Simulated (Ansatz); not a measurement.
**One atom moved over a plane in PtS2**

Theory: Ansatz, DFT PBE, scalar-relativistic, plane waves, PAW. Cutoff 420 eV, Γ-centred 12×12×8 k-points, Gaussian smearing of 0.05 eV. Spin–orbit coupling is left out, which can shift energies with elements as heavy as these. No spin polarisation. Energies are free energies at this smearing, counted from the undisturbed cell; pressure is positive in compression.

Zero of the scan (as given, not relaxed at this level; it stands at 2.4 GPa):

```xyz
3
Lattice="3.5432 0.0000 0.0000 -1.7716 3.0685 0.0000 0.0000 0.0000 5.0388" Properties=species:S:1:pos:R:3 pbc="T T T"
Pt    0.0000    0.0000    0.0000
S     0.0000    2.0457    1.2597
S     1.7716    1.0228    3.7791
```

The cell holds layers and no dispersion correction was added, so their binding is poorly described.

Atom 2 (S) is moved by p along (1.000, 0.000, 0.000) and q along (0.000, 1.000, 0.000) (Å), all else fixed. Points are written (p, q).

Energy above the undisturbed cell in eV/cell (a dash: not computed):

```csv
p \ q,-0.200,-0.100,0.000,0.100,0.200
-0.200,0.31,0.19,0.18,0.25,0.40
-0.100,0.23,?,?,0.09,0.22
0.000,0.20,0.05,0.00,?,0.16
0.100,0.23,?,?,0.09,0.22
0.200,0.31,0.19,0.18,0.25,0.40
```

Q: Fill in the withheld energies.

A: (-0.100, -0.100): 0.08; (-0.100, 0.000): 0.04; (0.000, 0.100): 0.04; (0.100, -0.100): 0.08; (0.100, 0.000): 0.04.